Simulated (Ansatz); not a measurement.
A crystal relaxed with r2SCAN in the plane-wave code Ansatz has space group I-43d (No. 220) and a = 6.707 Å.

```json
{"atom": "Hf", "site": "12b", "x": "0.7500", "y": "0.3750", "z": "0.5000"}
{"atom": "Xx", "site": "16c", "x": "0.0649", "y": "0.5649", "z": "0.9351"}
```

The r2SCAN gap is direct at Γ: 1.36 eV. HSE06 gives a direct gap of 1.95 eV at Γ. Meshes: r2SCAN 6×6×6, HSE06 4×4×4. r2SCAN's ε∞ is 10.1 in all directions.

Question: Which element is Xx?
A. Bi
B. N
C. Sb
D. As

Answer: B. Xx is N: a 14-atom cell of Hf₃N₄ (I-43d) from a materials database. Around Hf lie 8 N at 2.19–2.46 Å; around N lie 6 Hf at 2.19–2.46 Å.

Calculated for a static, non-magnetic cell.

Spin-orbit coupling is left out.

The meshes of the hybrids are coarse, so their gaps aren't converged to the digits shown.

For a response run the program warns that the ground state's bands aren't all converged, so ε∞ carries an extra error.
